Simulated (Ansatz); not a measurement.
**SiO2: O-17 NMR of the central transition**

Cell: a computed structure from the Materials Project (it need not be an observed phase).

Space group Pnnm (No. 58); a = 4.9580, b = 8.7413, c = 8.6786 Å.

| site | Wyckoff | site symmetry | x | y | z |
| --- | --- | --- | --- | --- | --- |
| Si | 8h | 1 | 0.9337 | 0.1741 | 0.1813 |
| O9 | 4g | ..m | 0.0136 | 0.8013 | 0.0000 |
| O10 | 4e | ..2 | 0.5000 | 0.5000 | 0.2716 |
| O13 | 8h | 1 | 0.1232 | 0.2889 | 0.7216 |

One atom of each set is listed.

Level of theory: DFT, r2SCAN, plane waves and PAW (field gradients read without the response of the frozen cores, which leaves them typically 4 to 6 % off), scalar-relativistic, 500 eV cutoff, Γ-centred 5×3×3 k-points, Fermi–Dirac smearing 0.02 eV (Ansatz 0.2.0).

O-17 has I = 5/2 and Q = -25.58 mb (Pyykkö 2018); at 14.1 T its Larmor frequency is ν₀ = 81.4 MHz. Only the quadrupole interaction is simulated: positions count from each site's isotropic chemical shift, and J coupling is left out, as are shift anisotropy and dipolar coupling, which fast spinning averages.

(1) Give C_Q, η, the quadrupolar product P_Q = |C_Q|(1 + η²/3)^½, the second-order isotropic shift and the breadth of the pattern (fast magic-angle spinning) for each O site.

## Answers

(1) 

```tsv
site	first shell	C_Q (MHz)	η	P_Q (MHz)	δ_QIS (ppm)	breadth (kHz)
O9	2 Si at 1.61 Å, angle 156°	-6.11	0.13	6.13	-34.0	6.15
O10	2 Si at 1.61 Å, angle 151°	-6.02	0.09	6.03	-32.9	5.90
O13	2 Si at 1.61 Å, angle 143°	-5.82	0.23	5.87	-31.2	5.77
```

δ_QIS = −(ν_Q²/30ν₀²)[I(I+1) − 3/4](1 + η²/3) × 10⁶ ppm with ν_Q = 3|C_Q|/[2I(2I−1)]; it falls as 1/B₀² in ppm, and the breadth as 1/B₀ in kHz.

At O9, O10 and O13 V_zz runs parallel to the line that joins its two neighbours (within 1°) in each case.

Hardware: 1 thread of Intel Xeon Platinum 8488C (Sapphire Rapids) (x86_64; 16 cores open to the job, memory cap 3.0 GiB, no GPU), a shared host with a load of 0.2 a core. Wall time 50 s, CPU time 50 s, peak memory 1.4 GiB.
